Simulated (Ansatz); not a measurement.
# Ca (sc type): how the settings move a single-point run

How sensitive is a single-point run of Ca (sc type) to its settings? A reference run comes first, then one run with altered input.

Method: reference: DFT, PBEsol, PAW with Ansatz's default frozen-core files, scalar-relativistic, in Ansatz 0.2.0.

1 further run of the same task is left out (it didn't finish). Runs told in other sessions of the task aren't counted.

### 1 The system as given

It takes space group Pm-3m (No. 221, cubic). The conventional cell has a = 3.074 Å, b = 3.074 Å, c = 3.074 Å, α = 90.00°, β = 90.00°, γ = 90.00°. Ca (site symmetry m-3m) has 6 Ca at 3.07 Å in its first shell of neighbours.

As a file:

```
Ca
1.0
     3.07401    0.00000    0.00000
     0.00000    3.07401    0.00000
     0.00000    0.00000    3.07401
Ca
1
Cartesian
  0.0000 0.0000 0.0000
```

### 2 Baseline

File input.yaml:

```yaml
crystal:
  lattice:
    - [3.0740063597, 0.0, 0.0]
    - [0.0, 3.0740063597, 0.0]
    - [0.0, 0.0, 3.0740063597]
  atoms:
    - { symbol: Ca, position: [0.0, 0.0, 0.0] }
kpoints:
  mp_grid: { grid: [11, 11, 11] }
scf:
  occupations: { method: fermi_dirac, width: 0.08 }
hamiltonian:
  xc: pbesol
  pseudopotentials: { kind: paw }
output:
  forces: true
  stress: true
  eigenvalues: true
  populations: true
```

Run with:

```sh
$ ansatz run input.yaml --threads 1 --pin off --max-ram 2048MiB --backend cpu --events-out ev --progress --plain --runs-dir out
```

### 3 Variant: mp_grid.grid [9, 9, 9], scf.algorithm direct_min, xc revpbe

input.yaml, as its differences from that of step 2:

```diff
@@ -8,7 +8,8 @@
 kpoints:
-  mp_grid: { grid: [11, 11, 11] }
+  mp_grid: { grid: [9, 9, 9] }
 scf:
   occupations: { method: fermi_dirac, width: 0.08 }
+  algorithm: direct_min
 hamiltonian:
-  xc: pbesol
+  xc: revpbe
   pseudopotentials: { kind: paw }
@@ -19 +20,5 @@
   populations: true
+  write_density: true
+  write_potential: true
+  elf: true
+  volumetric_format: npy
```

Before running it: what results should come out? Wanted: for each run, ending; energy change; pressure; gap; force.

**Answer**, as computed:

| run | ending | energy change | pressure (GPa) | gap (eV) | force (eV/Å) | cycles | time |
| --- | --- | --- | --- | --- | --- | --- | --- |
| reference | converged | - | 6.9 | 0.00 | 0.00 | 6 | 1.5 s |
| 1: mp_grid.grid [9, 9, 9], scf.algorithm direct_min, xc revpbe | converged | not comparable | 9.3 | 0.00 | 0.00 | 4 | 1.6 s |

Times don't compare one to one where runs were asked for different outputs or read a saved state (see the inputs); cycles may leave out searches for a lower state.

Residual by cycle in the longest SCF loop of each run; runs are numbered as in the table. The quantity is the density residual dr2, in eV.

| cycle | reference | run 1 |
| --- | --- | --- |
| 1 | 0.0021 | 0.00166 |
| 2 | 0.00104 | 3.5e-4 |
| 3 | 1.7e-4 | 2.6e-5 |
| 4 | 2.4e-5 | 4.7e-10 |
| 5 | 4.8e-7 | - |
| 6 | 4.9e-8 | - |

Total energies don't compare across a change of functional; the pressure goes from 6.9 to 9.3 GPa. The k-point mesh changed too.
